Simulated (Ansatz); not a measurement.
## Straining NbAs

Level of theory: DFT PBEsol, scalar-relativistic, plane waves, PAW (Ansatz). (420 eV cutoff, 10×10×4 k-mesh, Gaussian smearing of 0.10 eV, no spin polarisation)

The relaxed crystal:

```xyz
8
Lattice="3.4393 0.0000 0.0000 0.0000 3.4393 0.0000 0.0000 0.0000 11.5931" Properties=species:S:1:pos:R:3 pbc="T T T"
Nb    1.7197    1.7197   11.5785
Nb    1.7197    0.0000    2.8837
Nb    0.0000    0.0000    5.7820
Nb    0.0000    1.7197    8.6802
As    0.0000    0.0000   10.6338
As    0.0000    1.7197    1.9390
As    1.7197    1.7197    4.8373
As    1.7197    0.0000    7.7356
```

Deformation: uniaxial strain along c, with the lengths of a and b and the atoms relaxed and the angles held, all within the symmetry that the strain leaves. Energies are extrapolated to zero smearing. Stress is positive in compression, on the Cartesian axes of the cell above.

Strains computed: -4.0, -2.0, +2.0 %.

At which strain does the energy stand 3.7 meV/atom over the relaxed crystal with σxx = 0.00, σyy = 0.00, σzz = 3.54 GPa?

-2.0 %.